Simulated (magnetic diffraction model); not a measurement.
## Solving a magnetic structure from powder neutron data: Pr₂Pb

Space group P31m (no. 157), a = 7.3000 Å, c = 7.0920 Å.

| site | atom | x | y | z |
| --- | --- | --- | --- | --- |
| 3c | Pb | 0.7312 | 0.7312 | 0.9981 |
| 3c | Pr | 0.3865 | 0.3865 | 0.7299 |
| 2b | Pr | 1/3 | 2/3 | 0.2092 |
| 1a | Pr | 0 | 0 | 0.3282 |

This is a made-up structure (elements placed in a structure type, unrelaxed), so the numbers test the method and describe no known phase.

Only Pr is taken to order (form factors of Pr3+); orders and moment sizes are assumed, and not adapted to the symmetry. Radiation: neutrons of λ = 2.567 Å, 5° to 70°; isotropic B of 0.54 Å² (Pb) and 0.44 Å² (Pr). The intensities are simulated: I ∝ L Σ (|F_N|² + |F_M⊥|²) for unpolarised neutrons, with F_M = 2.695 fm/μB × Σ f(s) S exp(2πi Q·r) exp(−B s²) at Q = H ± k (one set where k and −k are equivalent), only the part normal to Q counting and L = 1/(sin²θ cos θ). For collinear order S is the moment m, which repeats by lattice and centring translations R with the sign exp(−2πi k·R). Form factors are spin-only for 3d ions and dipole or tabulated for f ions, scattering lengths are Sears's of 1992, and absorption is left out. A label names one of the reflections at its angle. The strongest nuclear line in the range is 100, and lines under 0.2 are left out.

Above the ordering temperature:

```csv
2θ (°),index,I
20.85,(0 0 1),50.0
23.43,(1 0 0),3.9
31.56,(1 0 1),3.9
41.18,(1 1 0),7.0
42.44,(0 0 2),0.6
46.59,(1 1 1),100.0
47.91,(2 0 0),0.4
49.04,(1 0 2),14.1
52.79,(2 0 1),15.4
60.62,(1 1 2),73.2
64.98,(2 1 0),27.4
65.77,(0 0 3),8.9
65.91,(2 0 2),10.1
69.06,(2 1 1),36.3
```

Below it (cell unchanged):

| 2θ (°) | I |
| --- | --- |
| 15.63 | 61.3 |
| 20.85 | 50.0 |
| 22.81 | 11.5 |
| 23.43 | 3.9 |
| 31.56 | 3.9 |
| 32.93 | 21.9 |
| 33.70 | 24.2 |
| 37.05 | 0.8 |
| 37.74 | 8.6 |
| 41.18 | 7.0 |
| 42.44 | 0.6 |
| 44.30 | 32.1 |
| 44.90 | 20.6 |
| 46.59 | 100.0 |
| 47.91 | 0.4 |
| 48.15 | 1.0 |
| 49.04 | 14.1 |
| 52.79 | 15.4 |
| 53.70 | 4.3 |
| 54.22 | 17.9 |
| 55.25 | 9.9 |
| 56.58 | 4.2 |
| 58.08 | 0.6 |
| 60.62 | 73.2 |
| 62.55 | 7.3 |
| 63.49 | 9.1 |
| 64.71 | 2.1 |
| 64.98 | 27.4 |
| 65.18 | 3.3 |
| 65.77 | 8.9 |
| 65.91 | 10.1 |
| 66.10 | 2.9 |
| 69.06 | 36.3 |
| 69.83 | 9.2 |

**Question.** Check that the new lines index with k = (0 1/2 1/2), then choose among these models:
A. collinear moments along [100], 3 μB on Pr; signs + at (0.3865, 0.3865, 0.7299), + at (0, 0.6135, 0.7299), − at (0.6135, 0, 0.7299), + at (1/3, 2/3, 0.2092), + at (2/3, 1/3, 0.2092), − at (0, 0, 0.3282)
B. collinear moments along [100], 3 μB on Pr; signs + at (0.3865, 0.3865, 0.7299), + at (0, 0.6135, 0.7299), + at (0.6135, 0, 0.7299), − at (1/3, 2/3, 0.2092), − at (2/3, 1/3, 0.2092), − at (0, 0, 0.3282)
C. collinear moments along [120], 3 μB on Pr; signs + at (0.3865, 0.3865, 0.7299), + at (0, 0.6135, 0.7299), − at (0.6135, 0, 0.7299), + at (1/3, 2/3, 0.2092), + at (2/3, 1/3, 0.2092), − at (0, 0, 0.3282)
D. collinear moments along [120], 3 μB on Pr; signs + at (0.3865, 0.3865, 0.7299), + at (0, 0.6135, 0.7299), + at (0.6135, 0, 0.7299), − at (1/3, 2/3, 0.2092), − at (2/3, 1/3, 0.2092), − at (0, 0, 0.3282)

The new lines index as (0 1/2 1/2) at 15.63°, (1 -1/2 1/2) at 22.81°, (1 1/2 1/2) at 32.93° and (0 1/2 3/2) at 33.70°, that is as H ± k with k = (0 1/2 1/2), one of 3 inequivalent arms of its star (k and −k counted as one), which a powder can't tell apart. Half indices mean that the moments reverse under translations with k·R a half-integer, and the magnetic cell has twice the primitive volume.

Magnetic intensity, observed (below minus above) and for each model:

| 2θ (°) | index | observed | A | B | C | D |
| --- | --- | --- | --- | --- | --- | --- |
| 15.63 | (0 1/2 1/2) | 61.3 | 138.4 | 132.5 | 61.3 | 58.7 |
| 22.81 | (1 -1/2 1/2) | 11.5 | 2.4 | 3.8 | 11.5 | 18.3 |
| 32.93 | (1 1/2 1/2) | 21.9 | 27.7 | 30.8 | 21.9 | 24.4 |
| 37.05 | (0 3/2 1/2) | 0.8 | 9.8 | 6.5 | 0.8 | 0.5 |
| 44.30 | (2 -1/2 1/2) | 32.1 | 4.5 | 4.1 | 32.1 | 29.1 |
| 53.70 | (1 3/2 1/2) | 4.3 | 19.2 | 20.5 | 4.3 | 4.6 |
| 54.22 | (2 -1/2 3/2) | 17.9 | 7.6 | 10.1 | 17.9 | 23.7 |
| 62.55 | (1 3/2 3/2) | 7.3 | 16.6 | 14.0 | 7.3 | 6.1 |

Model C matches.

The structure used: k = (0 1/2 1/2), collinear moments along [120], 3 μB on Pr; signs + at (0.3865, 0.3865, 0.7299), + at (0, 0.6135, 0.7299), − at (0.6135, 0, 0.7299), + at (1/3, 2/3, 0.2092), + at (2/3, 1/3, 0.2092), − at (0, 0, 0.3282).

[Logs are printed without paths, hosts, clocks, repeated set-up lines and the standing remarks that a program may print on its own settings, such as how far it seeks lower states.]
